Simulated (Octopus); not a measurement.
Crystal: BeS.

```
S Be
1.0
     0.00000    2.42500    2.42500
     2.42500    0.00000    2.42500
     2.42500    2.42500    0.00000
S Be
1 1
Direct
  0.75000 0.75000 0.75000
  0.00000 0.00000 0.00000
```

Base run:

* Program: Octopus 16.4
* Functional: PBE
* Potentials or basis: pseudodojo_pbe (PseudoDojo 0.5, PBE)
* Grid spacing: 0.127 Å
* k mesh: 9 × 9 × 9
* Occupations: fermi-dirac, width 0.05 eV
* Spin: no spin polarisation

Its results: band gap on the k mesh 3.21 eV, indirect (least direct gap 5.66 eV).

The run is repeated on the same cell with these changes: functional from PBE to PBEsol; potentials or basis from pseudodojo_pbe (PseudoDojo 0.5, PBE) to pseudodojo_pbesol (PseudoDojo 0.4, PBEsol). What comes out?

Band gap on the k mesh 3.03 eV, indirect (least direct gap 5.59 eV).

Caveats: an odd mesh through Γ misses points on the zone boundary, where band edges often lie.
